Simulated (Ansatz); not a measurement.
Runs of Ansatz 0.2.0 on Co. Symmetry: P6_3/mmc, No. 194, hexagonal system. The conventional cell has a = 2.472 Å, b = 2.472 Å, c = 4.021 Å, α = 90.00°, β = 90.00°, γ = 120.00°. Around Co (site symmetry -6m2) lie 12 Co at 2.47 Å. 

```csv
task,level,potentials or basis,spin,cutoff (eV),smearing,other functionals evaluated on the density,basis error allowed,gap on the mesh (eV),pressure (GPa),moment (μB),V0 of scaled cells (Å³/atom),B0 (GPa)
equation of state,PBEsol,"all-electron LAPW, scalar-relativistic","collinear, ferromagnetic start",-,fermi-dirac 0.05 eV,-,0.001 eV/atom,-,-,-,10.36,234
single point,PBE+D4,"all-electron LAPW, point nuclei","collinear, antiferromagnetic start",315,fermi-dirac 0.05 eV,"BLYP, PBEsol, PBE",0.001 eV/atom,none,-1.5,3.21,-,-
projected density of states,SVWN5,"all-electron LAPW, scalar-relativistic","collinear, antiferromagnetic start",339,fermi-dirac 0.025 eV,-,0.0005 eV/atom,-,(c),(a),-,-
equation of state,PBE,"all-electron LAPW, scalar-relativistic","collinear, ferromagnetic start",-,fermi-dirac 0.05 eV,-,0.0005 eV/atom,-,-,-,(b),208
single point,PBE,"all-electron LAPW, scalar-relativistic","collinear, ferromagnetic start",315,fermi-dirac 0.05 eV,-,0.001 eV/atom,none,4.6,3.21,-,-
```

Alike in all rows: cell as given; k mesh 12 × 12 × 7.

Task: Estimate the missing entries.

Result: (a) 3.09; (b) 10.87; (c) -15.0.

Caveats: the cell was scaled at fixed shape and fractional positions, which overstates the stiffness of a crystal with free parameters, most of all of layers and chains (some runs); pairwise dispersion overbinds metals, which lowers pressure and volume (some runs).

A k mesh can miss the band edges.

A gap of «none» marks a metal or a gap under the smearing width.

Not every run made on this cell is shown here.
